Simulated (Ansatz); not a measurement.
Zincblende CaO (r2SCAN geometry), in Ansatz:

```yaml
crystal:
  lattice:
    - [0.00000, 2.60673, 2.60673]
    - [2.60673, 0.00000, 2.60673]
    - [2.60673, 2.60673, 0.00000]
  atoms:
    - { symbol: Ca, position: [0.00000, 0.00000, 0.00000] }
    - { symbol: O, position: [0.25000, 0.25000, 0.25000] }
```

G0W0@PBE with 194 empty bands, a screening cutoff of 180 eV and a 6×6×6 mesh (PAW, contour deformation) gives 4.791 eV over the mesh points, from a PBE gap of 3.334 eV; it sums over 202 bands with 181 plane waves in the screening and a wave cutoff of 420 eV. The G0W0 figures hold for the stated bands, cutoff and mesh and aren't extrapolated. Spin-unpolarised throughout. Whether this structure exists isn't addressed.

Problem. Estimate the gap with frequency model Godby-Needs pole.

Solution. 4.731 eV (-0.060 eV), from a Kohn-Sham gap of 3.334 eV.

Problem. Estimate the gap with potentials of the kind norm-conserving, with them a wave cutoff of 1240 eV.

Solution. 4.822 eV (+0.031 eV), from a Kohn-Sham gap of 3.340 eV.

Problem. Estimate the gap with starting point HSE06.

Solution. 5.583 eV (+0.792 eV), from a Kohn-Sham gap of 4.728 eV.

Problem. Estimate the gap with empty bands 80, screening cutoff 100 eV.

Solution. 4.574 eV (-0.217 eV), from a Kohn-Sham gap of 3.334 eV.
